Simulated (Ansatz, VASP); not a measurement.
# AlCo: VASP beside Ansatz

```xyz
4
Lattice="2.7294 0.0000 0.0000 -1.3647 2.3637 0.0000 0.0000 0.0000 7.5732" Properties=species:S:1:pos:R:3 pbc="T T T"
Co    0.0000    0.0000    0.0000
Co    0.0000    0.0000    3.7866
Al    0.0000    1.5758    1.8933
Al    1.3647    0.7879    5.6799
```

Alike in both runs: functional PBE; k mesh 10 × 10 × 6; occupations fermi-dirac, width 0.05 eV; no spin polarisation.

Ansatz relaxed the structure, and its values are those at the end. VASP's run is a single point on that final structure, the one shown.

```csv
,VASP,Ansatz
version,VASP 6.6.1,Ansatz 0.2.0
potentials or method,"VASP PAW PBE potentials, release 64 (Co, Al)","PAW with Ansatz's default frozen-core files, scalar-relativistic"
plane-wave cutoff (eV),520,420
valence electrons in the cell,24,40
```

```csv
,VASP,Ansatz,Ansatz less VASP
pressure (GPa),0.0,0.0,+0.03
```

With one functional, cell and mesh, what is left measures potentials, basis and numerics. The two sets of potentials don't hold the same shells in valence.

Spin polarisation is off, so any magnetic state and its effect on volume and gap are missing.
